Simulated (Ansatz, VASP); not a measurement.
**One calculation of Ru, two programs**

The input INCAR:

```
AGGAC = 1.0
AGGAX = 1.0
ALDAC = 0.0
ALDAX = 1.0
ALGO = Normal
EDIFF = 1E-7
ENCUT = 520
GGA = B5
ISIF = 2
ISMEAR = -1
LASPH = T
LCHARG = T
LELF = T
LREAL = F
LVHAR = T
LWAVE = F
NBANDS = 13
NELM = 100
PREC = Accurate
SIGMA = 0.1
```

KPOINTS

```
k-points
0
Gamma
  16 16 16
```

The input POSCAR:

```
Ru
1.0
    0.0000000000      1.9359458029      1.9359458029
    1.9359458029      0.0000000000      1.9359458029
    1.9359458029      1.9359458029      0.0000000000
Ru
1
Direct
    0.0000000000      0.0000000000      0.0000000000
```

Input for Ansatz:

```yaml
crystal:
  lattice:
    - [0.0, 1.9359458029, 1.9359458029]
    - [1.9359458029, 0.0, 1.9359458029]
    - [1.9359458029, 1.9359458029, 0.0]
  atoms:
    - { symbol: Ru, position: [0.0, 0.0, 0.0] }
hamiltonian:
  xc: blyp
  pseudopotentials:
    kind: paw
    azcp:
      Ru: "pseudopotentials/Ru.paw.azcp"
basis:
  ecutwfc: 420
  fft_grid_basis: typed
kpoints:
  mp_grid: { grid: [16, 16, 16], shift: [0, 0, 0] }
magnetization:
  spin_polarized: false
scf:
  occupations: { method: fermi_dirac, width: 0.1 }
  lower_state_search: "off"
output:
  stress: true
  write_density: true
  write_potential: true
  elf: true
  volumetric_format: npy
```

Alike in both runs: task single point; functional BLYP; k mesh 16 × 16 × 16; occupations fermi-dirac, width 0.1 eV; no spin polarisation.

|  | VASP | Ansatz |
| --- | --- | --- |
| version | VASP 6.6.1 | Ansatz 0.2.0 |
| potentials or method | VASP PAW PBE potentials, release 64 (Ru_pv) | plane waves (420 eV) with PAW, scalar-relativistic |
| plane-wave cutoff (eV) | 520 | 420 |
| valence electrons in the cell | 14 | 16 |

|  | VASP | Ansatz | Ansatz less VASP |
| --- | --- | --- | --- |
| pressure (GPa) | 0.5 | -0.1 | -0.60 |

The two sets of potentials don't hold the same shells in valence.

Caveats: the PAW data sets were made with another functional, which shifts forces and pressure a little (VASP).
